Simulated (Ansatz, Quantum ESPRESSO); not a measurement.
Given: the input of a run of Quantum ESPRESSO 7.5 on Ir. This isn't the form of Ir at room conditions, which is fcc.

File pw.in:

```
&CONTROL
  calculation = 'scf'
  prefix = 'pwscf'
  outdir = './tmp'
  pseudo_dir = './pseudo'
  tprnfor = .true.
  tstress = .true.
  disk_io = 'low'
/
&SYSTEM
  ibrav = 0
  celldm(1) = 8
  nat = 2
  ntyp = 1
  ecutwfc = 45
  ecutrho = 360
  nbnd = 22
  occupations = 'smearing'
  smearing = 'fd'
  degauss = 0.00367493
/
&ELECTRONS
  conv_thr = 4d-10
  electron_maxstep = 120
  mixing_beta = 0.5
/
ATOMIC_SPECIES
Ir   192.2170 ir_pbesol_v1.2.uspp.F.UPF
CELL_PARAMETERS alat
  0.6499188357679   0.0000000000000   0.0000000000000
 -0.3249594178840   0.5628462221649   0.0000000000000
  0.0000000000000   0.0000000000000   1.0540632485820
ATOMIC_POSITIONS crystal
Ir     0.3333333333    0.6666666667    0.2500000000
Ir     0.6666666667    0.3333333333    0.7500000000
K_POINTS automatic
11 11 6 0 0 0
```

The input pp_density.in:

```
&INPUTPP
  prefix = 'pwscf'
  outdir = './tmp'
  filplot = 'density.dat'
  plot_num = 0
/
&PLOT
  nfile = 1
  filepp(1) = 'density.dat'
  iflag = 3
  output_format = 6
  fileout = 'density.cube'
/
```

File pp_potential.in:

```
&INPUTPP
  prefix = 'pwscf'
  outdir = './tmp'
  filplot = 'potential.dat'
  plot_num = 11
/
&PLOT
  nfile = 1
  filepp(1) = 'potential.dat'
  iflag = 3
  output_format = 6
  fileout = 'potential.cube'
/
```

Potentials or basis: GBRV 1.5 PBEsol.

Command:

```console
$ OMP_NUM_THREADS=1 mpirun -n 2 pw.x -nk 2 -in pw.in > pw.out
$ OMP_NUM_THREADS=1 mpirun -n 1 pp.x -in pp_density.in > pp_density.out
$ OMP_NUM_THREADS=1 mpirun -n 1 pp.x -in pp_potential.in > pp_potential.out
```

Task: Translate it to Ansatz 0.2.0. Potentials or basis there: all-electron LAPW, scalar-relativistic.

Result: As run (cutoffs and basis follow the program's own potentials, and thresholds, step limits or extra output files can differ):

File input.yaml:

```yaml
crystal:
  lattice:
    - [2.7513778946, 0.0, 0.0]
    - [-1.3756889473, 2.3827631521, 0.0]
    - [0.0, 0.0, 4.46229]
  atoms:
    - { symbol: Ir, position: [0.3333333333, 0.6666666667, 0.25] }
    - { symbol: Ir, position: [0.6666666667, 0.3333333333, 0.75] }
kpoints:
  mp_grid: { grid: [11, 11, 6] }
scf:
  occupations: { method: fermi_dirac, width: 0.05 }
hamiltonian:
  xc: pbesol
  pseudopotentials: { kind: all_electron, lapw: { basis_error: 0.001 } }
output:
  forces: true
  stress: true
  eigenvalues: true
  populations: true
```

Potentials or basis: all-electron LAPW, scalar-relativistic.

Launch:

```bash
$ ansatz run input.yaml --threads 1 --pin off --max-ram 3072MiB --backend cpu --events-out ev --progress --plain --runs-dir out
```

Both were run:

|  | Quantum ESPRESSO | Ansatz |
| --- | --- | --- |
| Pressure | -12.4 GPa | -12.4 GPa |

Where Ansatz's input types no cutoff or centring, it takes its own default and a Γ-centred mesh.

The cell lies far from this level's equilibrium.

Pressure is positive in compression.
